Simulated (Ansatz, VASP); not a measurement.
## One calculation of Sb, two programs

```
Sb
1.0
     4.58728    0.00000    0.00000
     0.00000    4.47928    0.00000
    -1.33790    0.00000    6.44810
Sb
4
Direct
  0.33993 0.25000 0.68367
  0.93664 0.75000 0.76276
  0.06336 0.25000 0.23724
  0.66007 0.75000 0.31633
```

Change from the starting cell: volume scaled by 1.04.

Alike in both runs: task single point; functional PBEsol; k mesh 6 × 6 × 4; occupations fermi-dirac, width 0.05 eV; no spin polarisation.

```csv
,VASP,Ansatz
version,VASP 6.6.1,Ansatz 0.2.0
potentials or method,"VASP PAW PBE potentials, release 64 (Sb), cutoff 520 eV","all-electron LAPW, scalar-relativistic"
```

```csv
,VASP,Ansatz,Ansatz less VASP
gap on the k mesh at the Fermi level (eV),none,none,-
pressure (GPa),-3.8,-3.9,-0.08
largest component of the traceless stress (GPa),0.65,0.65,-0.006
rms of the force components (eV/Å),0.159,0.181,+0.0212
```

Atom by atom the forces differ by 0.022 eV/Å (rms over components). A gap of «none» marks a metal or a gap that the smearing closes. Ansatz ran all-electron here, so the differences hold the error of VASP's frozen core and of both bases.

Caveats: the PAW data sets were made with another functional, which shifts forces and pressure a little (VASP). Spin-orbit coupling is left out, which matters for the levels of Sb.
